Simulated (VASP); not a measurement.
# CdTe (F-43m) in VASP: further runs

Runs on CdTe. Level: PBEsol. Tasks: single point.

Program: VASP 6.6.1. These are calculated values, not measurements. Logs are shortened: lines on timing, memory, paths and dates and some standing lists are left out, and cuts for length are marked.

**Experimental background.**

From a printed reference work, data compilation, for a bulk crystal of CdTe at 0 K: band gap 1.607 eV.

How close the calculation comes is told below.

**1. The cell of the first run**

It takes space group F-43m (No. 216, cubic). The conventional cell has a = 6.353 Å, b = 6.353 Å, c = 6.353 Å, α = 90.00°, β = 90.00°, γ = 90.00°. Cd (site symmetry -43m) has 4 Te at 2.75 Å within 3.6 Å. Te (site symmetry -43m) has 4 Cd at 2.75 Å within 3.6 Å.

**2. Single point, PBEsol**

The input, INCAR:

```
SYSTEM = CdTe
PREC = Accurate
ENCUT = 520
EDIFF = 1E-6
ISMEAR = 0
SIGMA = 0.01
LREAL = .False.
LASPH = .True.
NELM = 60
ALGO = Normal
ISIF = 2
LWAVE = .False.
LCHARG = .False.
GGA = PS
NBANDS = 16
```

The input, KPOINTS:

```
Automatic mesh
0
Gamma
  6 6 6
  0 0 0
```

The input, POSCAR:

```
CdTe
1.0
    0.0000000000      3.1762540569      3.1762540569
    3.1762540569      0.0000000000      3.1762540569
    3.1762540569      3.1762540569      0.0000000000
Cd Te
1 1
Direct
    0.0000000000      0.0000000000      0.0000000000
    0.2500000000      0.2500000000      0.2500000000
```

Potentials or basis: VASP PAW PBE potentials, release 64 (Cd, Te).

Run with:

```console
$ cat potpaw_PBE.64/Cd/POTCAR potpaw_PBE.64/Te/POTCAR > POTCAR
$ mpirun -np 1 vasp_std > vasp.out
```

OUTCAR:

```text
SYSTEM = CdTe
   PREC = Accurate
   ENCUT = 520
   EDIFF = 1E-6
   ISMEAR = 0
   LREAL = .False.
   LASPH = .True.
   NELM = 60
   ISIF = 2
   GGA = PS

 ion  position               nearest neighbor table
   1  0.000  0.000  0.000-   2 2.75   2 2.75   2 2.75   2 2.75
   2  0.250  0.250  0.250-   1 2.75   1 2.75   1 2.75   1 2.75

  LATTYP: Found a face centered cubic cell.
 ALAT       =     6.3525081138

  Lattice vectors:

 A1 = (   0.0000000000,   3.1762540569,   3.1762540569)
 A2 = (   3.1762540569,   0.0000000000,   3.1762540569)
 A3 = (   3.1762540569,   3.1762540569,   0.0000000000)

Analysis of symmetry for initial positions (statically):
=====================================================================
 Subroutine PRICEL returns:
 Original cell was already a primitive cell.

 Routine SETGRP: Setting up the symmetry group for a
 face centered cubic supercell.

 Subroutine GETGRP returns: Found 24 space group operations
 (whereof 24 operations were pure point group operations)
 out of a pool of 48 trial point group operations.

The static configuration has the point symmetry T_d .

Analysis of symmetry for dynamics (positions and initial velocities):
=====================================================================
 Subroutine PRICEL returns:
 Original cell was already a primitive cell.

 Routine SETGRP: Setting up the symmetry group for a
 face centered cubic supercell.

 Subroutine GETGRP returns: Found 24 space group operations
 (whereof 24 operations were pure point group operations)
 out of a pool of 48 trial point group operations.

The dynamic configuration has the point symmetry T_d .

 Subroutine INISYM returns: Found 24 space group operations
 (whereof 24 operations are pure point group operations),
 and found     1 'primitive' translations

----------------------------------------------------------------------------------------

                                     Primitive cell

  volume of cell :      64.0878

  direct lattice vectors                    reciprocal lattice vectors
     0.000000000  3.176254057  3.176254057    -0.157418138  0.157418138  0.157418138
     3.176254057  0.000000000  3.176254057     0.157418138 -0.157418138  0.157418138
     3.176254057  3.176254057  0.000000000     0.157418138  0.157418138 -0.157418138

  length of vectors
     4.491901565  4.491901565  4.491901565     0.272656213  0.272656213  0.272656213

  position of ions in fractional coordinates (direct lattice)
     0.000000000  0.000000000  0.000000000
     0.250000000  0.250000000  0.250000000

  ion indices of the primitive-cell ions
   primitive index   ion index
                 1           1
                 2           2

----------------------------------------------------------------------------------------

 KPOINTS: Automatic mesh

Automatic generation of k-mesh.
 Grid dimensions read from file:
 generate k-points for:    6    6    6

 Generating k-lattice:

  Cartesian coordinates                     Fractional coordinates (reciprocal lattice)
    -0.026236356  0.026236356  0.026236356     0.166666667  0.000000000  0.000000000
     0.026236356 -0.026236356  0.026236356     0.000000000  0.166666667  0.000000000
     0.026236356  0.026236356 -0.026236356     0.000000000  0.000000000  0.166666667

  Length of vectors
     0.045442702  0.045442702  0.045442702

  Shift w.r.t. Gamma in fractional coordinates (k-lattice)
     0.000000000  0.000000000  0.000000000

 Subroutine IBZKPT returns following result:
 ===========================================

 Found     16 irreducible k-points:

 Following reciprocal coordinates:
            Coordinates               Weight
  0.000000  0.000000  0.000000      1.000000
  0.166667  0.000000  0.000000      8.000000
  0.333333  0.000000  0.000000      8.000000
  0.500000  0.000000  0.000000      4.000000
  0.166667  0.166667  0.000000      6.000000
  0.333333  0.166667  0.000000     24.000000
[... 8 lines left out ...]
 -0.333333  0.333333  0.166667     24.000000
 -0.333333  0.500000  0.166667     12.000000
   k-points           NKPTS =     16   k-points in BZ     NKDIM =     16   number of bands    NBANDS=     16
   number of dos      NEDOS =    301   number of ions     NIONS =      2
   total plane-waves  NPLWV =  46656
   dimension x,y,z NGX =    36 NGY =   36 NGZ =   36
   dimension x,y,z NGXF=    72 NGYF=   72 NGZF=   72
   ions per type =               1   1
   NGX,Y,Z   is equivalent  to a cutoff of  13.32, 13.32, 13.32 a.u.
   NGXF,Y,Z  is equivalent  to a cutoff of  26.65, 26.65, 26.65 a.u.
 SYSTEM =  CdTe
   PREC   = accura    normal or accurate (medium, high low for compatibility)
   ISTART =      0    job   : 0-new  1-cont  2-samecut
   ICHARG =      2    charge: 1-file 2-atom 10-const
   ISPIN  =      1    spin polarized calculation?
   LNONCOLLINEAR =      F non collinear calculations
   LSORBIT =      F    spin-orbit coupling
   LASPH  =      T    aspherical Exc in radial PAW
   ENCUT  =  520.0 eV  38.22 Ry    6.18 a.u.   8.35  8.35  8.35*2*pi/ulx,y,z
   NELM   =     60;   NELMIN=  2; NELMDL= -5     # of ELM steps
   EDIFF  = 0.1E-05   stopping-criterion for ELM
   LREAL  =      F    real-space projection
[... 7 lines left out ...]
   TEBEG  =    0.0;   TEEND  =   0.0 temperature during run
   PSTRESS=    0.0 pullay stress
   NELECT =      18.0000    total number of electrons
   NUPDOWN=      -1.0000    fix difference up-down
   EMIN   =  10.00;   EMAX   =-10.00  energy-range for DOS
   EFERMI =   0.00;   METHOD = LEGACY
   ISMEAR =     0;   SIGMA  =   0.01  broadening in eV -4-tet -1-fermi 0-gaus
   EFERMI_NEDOS =   21; number of points for ismear=-14 and -15
   IALGO  =     38    algorithm
   IMIX   =      4    mixing-type and parameters
     AMIX     =   0.40;   BMIX     =  1.00
     AMIX_MAG =   1.60;   BMIX_MAG =  1.00
  volume/ion in A,a.u.               =      32.04       216.24
  Fermi-wavevector in a.u.,A,eV,Ry     =   1.072113  2.025999 15.638885  1.149426
  Thomas-Fermi vector in A             =   2.207873
   LORBIT       =      0    0 simple, 1 ext, 2 COOP (PROOUT), +10 PAW based schemes
   GGA     = PS    functional components
   LHFCALC =     F    Hartree Fock is set to
   AEXX    =    0.0000 exact exchange contribution
   IVDW    =     0    specifies the selected vdW correction
   LEPSILON=     F    determine dielectric tensor
   LRPA    =     F    only Hartree local field effects (RPA)
 non-spin polarized calculation
 Gauss-broadening in eV      SIGMA  =   0.01
  energy-cutoff  :      520.00
  volume of cell :       64.09
 maximum number of plane-waves:      1759
 NGX is ok and might be reduce to    36
   NGX = 17   NGY = 17   NGZ = 17

 number of electron      18.0000003 magnetization

 Free energy of the ion-electron system (eV)
  ---------------------------------------------------
  ext. energy  EPLUGINS =         0.00000000
  ---------------------------------------------------
  free energy    TOTEN  =        -5.43986100 eV

  energy without entropy =       -5.43986100  energy(sigma->0) =       -5.43986100

 E-fermi :   2.8914     XC(G=0):  -9.0491

 val. band max:        2.7828798378   @ k =   0.0000   0.0000   0.0000
 cond. band min:       3.6240797061   @ k =   0.0000   0.0000   0.0000
 fundamental gap:      0.8411998682
 Fermi energy:         2.8913922306

 k-point     1 :       0.0000    0.0000    0.0000
  band No.  band energies     occupation
      1      -8.7950      2.00000
      2      -5.7084      2.00000
      3      -5.7084      2.00000
      4      -5.7084      2.00000
      5      -5.3959      2.00000
      6      -5.3959      2.00000
[... 8 lines left out ...]
     15      12.2315      0.00000
     16      12.2315      0.00000

 k-point     2 :       0.1667    0.0000    0.0000
  band No.  band energies     occupation
      1      -8.6787      2.00000
      2      -5.6860      2.00000
      3      -5.6860      2.00000
      4      -5.6216      2.00000
      5      -5.3976      2.00000
      6      -5.3976      2.00000
[... 8 lines left out ...]
     15      11.2253      0.00000
     16      11.2253      0.00000

 k-point     3 :       0.3333    0.0000    0.0000
  band No.  band energies     occupation
      1      -8.4442      2.00000
      2      -5.6476      2.00000
      3      -5.6476      2.00000
      4      -5.3930      2.00000
      5      -5.3930      2.00000
      6      -5.3076      2.00000
[... 8 lines left out ...]
     15      11.6776      0.00000
     16      11.6776      0.00000

 k-point     4 :       0.5000    0.0000    0.0000
  band No.  band energies     occupation
      1      -8.3288      2.00000
      2      -5.6328      2.00000
      3      -5.6328      2.00000
      4      -5.3853      2.00000
      5      -5.3853      2.00000
      6      -4.9985      2.00000
[... 8 lines left out ...]
     15      13.1841      0.00000
     16      13.1841      0.00000

 k-point     5 :       0.1667    0.1667    0.0000
  band No.  band energies     occupation
      1      -8.6403      2.00000
      2      -5.6633      2.00000
      3      -5.6633      2.00000
      4      -5.6263      2.00000
      5      -5.4068      2.00000
      6      -5.3868      2.00000
[... 8 lines left out ...]
     15      12.0127      0.00000
     16      12.4721      0.00000

 k-point     6 :       0.3333    0.1667    0.0000
  band No.  band energies     occupation
      1      -8.4462      2.00000
      2      -5.6344      2.00000
      3      -5.6195      2.00000
      4      -5.4694      2.00000
      5      -5.3799      2.00000
      6      -5.3291      2.00000
[... 8 lines left out ...]
     15      12.5234      0.00000
     16      12.6058      0.00000
[... 115 lines left out ...]
 k-point    13 :       0.5000    0.5000    0.0000
  band No.  band energies     occupation
      1      -8.1867      2.00000
      2      -5.5350      2.00000
      3      -5.5096      2.00000
      4      -5.5096      2.00000
      5      -5.3594      2.00000
      6      -4.8410      2.00000
[... 8 lines left out ...]
     15      13.6978      0.00000
     16      14.4994      0.00000

 k-point    14 :       0.5000    0.3333    0.1667
  band No.  band energies     occupation
      1      -8.2958      2.00000
      2      -5.5936      2.00000
      3      -5.5863      2.00000
      4      -5.4506      2.00000
      5      -5.3815      2.00000
      6      -5.0540      2.00000
[... 8 lines left out ...]
     15      13.1891      0.00000
     16      14.3952      0.00000

 k-point    15 :      -0.3333    0.3333    0.1667
  band No.  band energies     occupation
      1      -8.2236      2.00000
      2      -5.5858      2.00000
      3      -5.5678      2.00000
      4      -5.4271      2.00000
      5      -5.3940      2.00000
      6      -4.8190      2.00000
[... 8 lines left out ...]
     15      13.3695      0.00000
     16      14.1900      0.00000

 k-point    16 :      -0.3333    0.5000    0.1667
  band No.  band energies     occupation
      1      -8.1883      2.00000
      2      -5.5559      2.00000
      3      -5.5476      2.00000
      4      -5.4556      2.00000
      5      -5.3819      2.00000
      6      -4.7606      2.00000
[... 8 lines left out ...]
     15      14.0739      0.00000
     16      14.2813      0.00000

------------------------ aborting loop because EDIFF is reached ----------------------------------------

  FORCE on cell =-STRESS in cart. coord.  units (eV):
  Direction    XX          YY          ZZ          XY          YZ          ZX
  --------------------------------------------------------------------------------------
  -------------------------------------------------------------------------------------
  Total        1.3242508      1.3242508      1.3242508      0.0000000     -0.0000000     -0.0000000
  in kB       33.1058799     33.1058799     33.1058799      0.0000000     -0.0000000     -0.0000000
  external PRESSURE =      33.1058799 kB  Pullay stress =       0.0000000 kB

 VOLUME and BASIS-vectors are now :
 -----------------------------------------------------------------------------
  energy-cutoff  :      520.00
  volume of cell :       64.09
      direct lattice vectors                 reciprocal lattice vectors
     0.000000000  3.176254057  3.176254057    -0.157418138  0.157418138  0.157418138
     3.176254057  0.000000000  3.176254057     0.157418138 -0.157418138  0.157418138
     3.176254057  3.176254057  0.000000000     0.157418138  0.157418138 -0.157418138

 POSITION                                       TOTAL-FORCE (eV/Angst)
 -----------------------------------------------------------------------------------
      0.00000      0.00000      0.00000        -0.000000     -0.000000     -0.000000
      1.58813      1.58813      1.58813         0.000000      0.000000      0.000000
 -----------------------------------------------------------------------------------
    total drift:                               -0.000000     -0.000000     -0.000000

  FREE ENERGIE OF THE ION-ELECTRON SYSTEM (eV)
  ---------------------------------------------------
  free  energy   TOTEN  =        -5.4398610020 eV

  energy  without entropy=       -5.4398610020  energy(sigma->0) =       -5.43986100
```

It took 10 s on 1 thread of Intel Xeon 6975P-C (Granite Rapids), shared host; peak memory 0.19 GiB.

Results:

- Free energy: -5.4399 eV
- Pressure: 3.3 GPa
- Band gap on the k mesh: 0.84 eV, direct

Levels at points of the mesh, in eV from the valence-band top:
| k point | band 6 | band 7 | band 8 | band 9 | band 10 | band 11 | band 12 | band 13 |
| --- | --- | --- | --- | --- | --- | --- | --- | --- |
| (0.00, 0.00, 0.00) | -8.18 | 0.00 | 0.00 | 0.00 | 0.84 | 4.49 | 4.49 | 4.49 |
| (0.50, 0.00, 0.00) | -7.78 | -4.84 | -0.88 | -0.88 | 1.78 | 5.10 | 5.10 | 6.94 |
| (0.50, 0.50, 0.00) | -7.62 | -4.66 | -2.10 | -2.10 | 2.34 | 2.57 | 9.06 | 9.38 |

Caveat: the PAW data sets were made with another functional, which shifts forces and pressure a little; spin-orbit coupling is left out, which moves the levels of the heavy elements.

**3. Single point, PBEsol**

This run uses another cell than the first one, of 32.92 Å³/atom, 1.027 times its volume.

The input, INCAR:

```
SYSTEM = CdTe
  PREC = Accurate
  ENCUT = 520
  EDIFF = 1E-6
  ISMEAR = 0
  SIGMA = 0.01
  LREAL = .FALSE.
  LASPH = .TRUE.
  NELM = 100
  ALGO = Normal
  ISIF = 2
  LWAVE = .FALSE.
  LCHARG = .FALSE.
  GGA = PS
  NBANDS = 16
```

The input, KPOINTS:

```
Automatic mesh
0
G
  6 6 6
  0 0 0
```

The input, POSCAR:

```
CdTe
1.0
    0.0000000000      3.2050000000      3.2050000000
    3.2050000000      0.0000000000      3.2050000000
    3.2050000000      3.2050000000      0.0000000000
Cd Te
1 1
Direct
    0.0000000000      0.0000000000      0.0000000000
    0.2500000000      0.2500000000      0.2500000000
```

Potentials or basis: VASP PAW PBE potentials, release 64 (Cd, Te).

Run with:

```console
$ cat potpaw_PBE.64/Cd/POTCAR potpaw_PBE.64/Te/POTCAR > POTCAR
$ mpirun -np 1 vasp_std > vasp.out
```

Run time: 10 s. Hardware: 1 thread of Intel Xeon 6975P-C (Granite Rapids), shared host; peak memory 0.21 GiB.

It converged, with:

| Item | Value |
| --- | --- |
| Free energy | -5.4681 eV |
| Pressure | 1.9 GPa |
| Band gap on the k mesh | 0.76 eV, direct |

Levels at points of the mesh, in eV from the valence-band top:
| k point | band 6 | band 7 | band 8 | band 9 | band 10 | band 11 | band 12 | band 13 |
| --- | --- | --- | --- | --- | --- | --- | --- | --- |
| (0.00, 0.00, 0.00) | -8.09 | 0.00 | 0.00 | 0.00 | 0.76 | 4.52 | 4.52 | 4.52 |
| (0.50, 0.00, 0.00) | -7.72 | -4.67 | -0.84 | -0.84 | 1.76 | 5.11 | 5.11 | 6.94 |
| (0.50, 0.50, 0.00) | -7.57 | -4.52 | -2.00 | -2.00 | 2.41 | 2.58 | 8.91 | 9.24 |

Caveat: the PAW data sets were made with another functional, which shifts forces and pressure a little; spin-orbit coupling is left out, which moves the levels of the heavy elements.

**4. How close it comes**

Step 3. Against the measured gap of CdTe, 1.607 eV (0 K; a printed reference work, data compilation), the calculated 0.76 eV is off by -0.85 eV. Spin-orbit coupling on Cd, Te is left out. The value is that of PBEsol, without temperature or zero-point motion. Semilocal functionals fall short of measured gaps as a rule.
